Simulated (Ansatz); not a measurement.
Steps from a short run of molecular dynamics on a 2×2×2 supercell (16 atoms) of GaP (CsCl type), relaxed with r2SCAN; forces from r2SCAN in Ansatz 0.2.0, 2×2×2 mesh, Fermi-Dirac smearing of 0.020 eV, a Langevin thermostat at fixed volume, set at 200 K. Classical nuclei, no spin polarisation; a few dozen steps show the first response, not equilibrium. The structure comes from a prototype and may be hypothetical.

Cell vectors in Å:
```
6.3729 0.0000 0.0000
0.0000 6.3729 0.0000
0.0000 0.0000 6.3729
```

Question: At 3 fs the positions in Å are
```
Ga  -0.006   0.007   0.001
P    1.593   1.589   1.593
Ga   0.003  -0.004   3.184
P    1.584   1.604   4.783
Ga   0.003   3.180   0.002
P    1.602   4.784   1.593
Ga   0.000   3.192   3.190
P    1.599   4.787   4.794
Ga   3.192  -0.010  -0.006
P    4.777   1.590   1.600
Ga   3.185   0.003   3.189
P    4.782   1.581   4.780
Ga   3.183   3.193  -0.007
P    4.778   4.782   1.584
Ga   3.187   3.187   3.191
P    4.780   4.778   4.772
```
What are the forces, and how far does the free energy (smearing included) lie above that of step 0, with the atoms on their sites?

Answer: 0.0 meV an atom; forces in eV/Å:
```
Ga   0.017  -0.033  -0.014
P    0.019  -0.046  -0.037
Ga   0.001  -0.004   0.016
P    0.013  -0.006  -0.004
Ga  -0.023   0.036  -0.001
P    0.004   0.009   0.029
Ga   0.002   0.001   0.003
P    0.001   0.085   0.037
Ga  -0.015   0.039   0.001
P   -0.026  -0.006  -0.002
Ga   0.000  -0.011   0.007
P   -0.038  -0.058   0.052
Ga   0.025  -0.038   0.008
P    0.007   0.035  -0.062
Ga  -0.002   0.012  -0.006
P    0.015  -0.014  -0.029
```

Question: At 15 fs the positions in Å are
```
Ga  -0.029   0.028   0.015
P    1.583   1.590   1.593
Ga   0.011  -0.014   3.181
P    1.556   1.643   4.792
Ga   0.011   3.158   0.001
P    1.615   4.791   1.587
Ga  -0.005   3.212   3.207
P    1.619   4.805   4.860
Ga   3.211  -0.048  -0.029
P    4.761   1.558   1.628
Ga   3.178   0.012   3.200
P    4.791   1.531   4.773
Ga   3.170   3.218  -0.025
P    4.782   4.781   1.542
Ga   3.189   3.189   3.206
P    4.771   4.777   4.745
```
What are the forces, and how far does the free energy (smearing included) lie above that of step 0, with the atoms on their sites?

Answer: -0.6 meV an atom; forces in eV/Å:
```
Ga   0.072  -0.156  -0.077
P    0.012  -0.084  -0.141
Ga  -0.002  -0.048   0.080
P    0.036   0.029  -0.016
Ga  -0.145   0.163   0.023
P    0.018   0.063   0.161
Ga   0.000   0.030  -0.014
P   -0.074   0.334   0.134
Ga  -0.034   0.182   0.048
P   -0.106  -0.063  -0.014
Ga  -0.003  -0.085  -0.010
P   -0.090  -0.203   0.277
Ga   0.131  -0.187   0.045
P    0.076   0.044  -0.293
Ga  -0.002   0.074  -0.031
P    0.112  -0.093  -0.173
```

Question: At 24 fs the positions in Å are
```
Ga  -0.042   0.042   0.036
P    1.576   1.590   1.599
Ga   0.005  -0.024   3.172
P    1.543   1.672   4.795
Ga   0.014   3.153   0.006
P    1.599   4.790   1.584
Ga  -0.003   3.224   3.219
P    1.610   4.823   4.911
Ga   3.226  -0.073  -0.046
P    4.759   1.549   1.646
Ga   3.173   0.030   3.205
P    4.792   1.481   4.771
Ga   3.155   3.234  -0.029
P    4.797   4.781   1.502
Ga   3.190   3.189   3.219
P    4.761   4.778   4.743
```
What are the forces, and how far does the free energy (smearing included) lie above that of step 0, with the atoms on their sites?

Answer: -1.7 meV an atom; forces in eV/Å:
```
Ga   0.147  -0.169  -0.134
P   -0.014  -0.105  -0.210
Ga   0.010  -0.051   0.140
P   -0.011   0.118   0.012
Ga  -0.208   0.179   0.025
P   -0.006   0.048   0.227
Ga  -0.017   0.017  -0.015
P   -0.237   0.478   0.182
Ga  -0.065   0.285   0.140
P   -0.083  -0.024  -0.011
Ga  -0.048  -0.136  -0.073
P    0.017  -0.236   0.420
Ga   0.165  -0.305   0.077
P    0.122   0.039  -0.395
Ga   0.019   0.119  -0.058
P    0.210  -0.255  -0.327
```

Question: At 30 fs the positions in Å are
```
Ga  -0.052   0.048   0.051
P    1.570   1.585   1.603
Ga  -0.001  -0.035   3.160
P    1.533   1.689   4.796
Ga   0.017   3.148   0.016
P    1.585   4.786   1.587
Ga  -0.001   3.230   3.223
P    1.596   4.837   4.944
Ga   3.237  -0.087  -0.055
P    4.756   1.543   1.653
Ga   3.167   0.041   3.211
P    4.787   1.443   4.771
Ga   3.150   3.243  -0.031
P    4.815   4.781   1.467
Ga   3.194   3.186   3.226
P    4.757   4.770   4.745
```
What are the forces, and how far does the free energy (smearing included) lie above that of step 0, with the atoms on their sites?

Answer: -3.3 meV an atom; forces in eV/Å:
```
Ga   0.223  -0.144  -0.193
P   -0.016  -0.128  -0.266
Ga   0.017  -0.029   0.189
P   -0.040   0.197   0.005
Ga  -0.224   0.156   0.010
P    0.043   0.005   0.280
Ga  -0.025  -0.014  -0.002
P   -0.304   0.562   0.214
Ga  -0.113   0.337   0.199
P   -0.079   0.060   0.013
Ga  -0.093  -0.161  -0.123
P    0.085  -0.239   0.489
Ga   0.159  -0.372   0.093
P    0.108   0.035  -0.398
Ga   0.028   0.139  -0.076
P    0.231  -0.403  -0.437
```

Question: At 33 fs the positions in Å are
```
Ga  -0.057   0.050   0.061
P    1.568   1.583   1.603
Ga  -0.005  -0.040   3.154
P    1.530   1.697   4.796
Ga   0.017   3.146   0.020
P    1.576   4.785   1.589
Ga  -0.002   3.234   3.224
P    1.587   4.846   4.957
Ga   3.241  -0.092  -0.061
P    4.754   1.538   1.656
Ga   3.164   0.045   3.214
P    4.781   1.426   4.772
Ga   3.149   3.247  -0.033
P    4.825   4.781   1.447
Ga   3.197   3.185   3.230
P    4.758   4.766   4.746
```
What are the forces, and how far does the free energy (smearing included) lie above that of step 0, with the atoms on their sites?

Answer: -4.2 meV an atom; forces in eV/Å:
```
Ga   0.263  -0.121  -0.237
P   -0.007  -0.132  -0.294
Ga   0.020  -0.011   0.222
P   -0.058   0.231  -0.008
Ga  -0.218   0.135   0.001
P    0.086  -0.018   0.302
Ga  -0.022  -0.035   0.004
P   -0.305   0.597   0.229
Ga  -0.143   0.350   0.225
P   -0.075   0.102   0.034
Ga  -0.120  -0.175  -0.147
P    0.112  -0.236   0.521
Ga   0.146  -0.391   0.099
P    0.072   0.026  -0.381
Ga   0.027   0.147  -0.083
P    0.222  -0.470  -0.486
```

Question: At 54 fs the positions in Å are
```
Ga  -0.082   0.060   0.104
P    1.546   1.557   1.591
Ga  -0.024  -0.066   3.098
P    1.498   1.759   4.798
Ga   0.011   3.142   0.056
P    1.522   4.776   1.634
Ga  -0.024   3.257   3.243
P    1.552   4.954   5.053
Ga   3.269  -0.118  -0.078
P    4.727   1.521   1.665
Ga   3.148   0.050   3.233
P    4.738   1.300   4.825
Ga   3.140   3.250  -0.035
P    4.907   4.830   1.287
Ga   3.213   3.179   3.275
P    4.760   4.690   4.693
```
What are the forces, and how far does the free energy (smearing included) lie above that of step 0, with the atoms on their sites?

Answer: -24.2 meV an atom; forces in eV/Å:
```
Ga   0.629   0.112  -0.650
P    0.011  -0.309  -0.404
Ga  -0.020   0.037   0.477
P   -0.287   0.803  -0.179
Ga  -0.073   0.066  -0.116
P    0.534  -0.288   0.895
Ga   0.172  -0.172   0.061
P   -0.200   0.848   0.298
Ga  -0.252   0.209   0.321
P   -0.084   0.462   0.327
Ga  -0.305  -0.269  -0.242
P    0.233  -0.471   0.509
Ga   0.050  -0.296   0.087
P   -0.373  -0.136  -0.509
Ga  -0.136   0.183  -0.155
P    0.102  -0.779  -0.719
```
